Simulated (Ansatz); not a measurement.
## Cs under changes of volume

One of the cells (122.477 Å³/atom); the others are scaled copies at fixed shape and fractional positions:

```
CELL_PARAMETERS angstrom
-3.12847 3.12847 3.12847
3.12847 -3.12847 3.12847
3.12847 3.12847 -3.12847
ATOMIC_POSITIONS crystal
Cs 0.00000 0.00000 0.00000
```

- Program: Ansatz 0.2.0
- Functional: PBE
- Potentials or basis: all-electron LAPW, scalar-relativistic
- Cutoff: 46 eV (chosen from the basis error)
- Basis error allowed: 0.0005 eV/atom
- k mesh: 6 × 6 × 6
- Occupations: fermi-dirac, width 0.05 eV
- Spin: no spin polarisation

| volume (Å³/atom) | energy over the lowest point (meV/atom) | pressure (GPa) |
| --- | --- | --- |
| 115.128 | 0.33 | 0.0 |
| 117.578 | 0.00 | 0.0 |
| 120.027 | 0.29 | 0.0 |
| 122.477 | 1.12 | -0.1 |
| 124.926 | 2.48 | -0.1 |
| 127.376 | ? | ? |
| 129.825 | 6.53 | -0.2 |

Question: What does the run at 127.376 Å³/atom give?

Answer: Energy over the lowest point 4.29 meV/atom; pressure -0.1 GPa.

Worked out: A Birch-Murnaghan fit of order 3 (a polynomial in V^(-2/3)) to the other rows has its minimum at 117.63 Å³/atom with B0 = V·E''(V) = 1.9 GPa and B' = 3.4. It gives 4.29 meV/atom at 127.376 Å³/atom, against the run's 4.29, and -dE/dV = -0.1 GPa, against -0.1.

Energies are extrapolated to zero smearing.
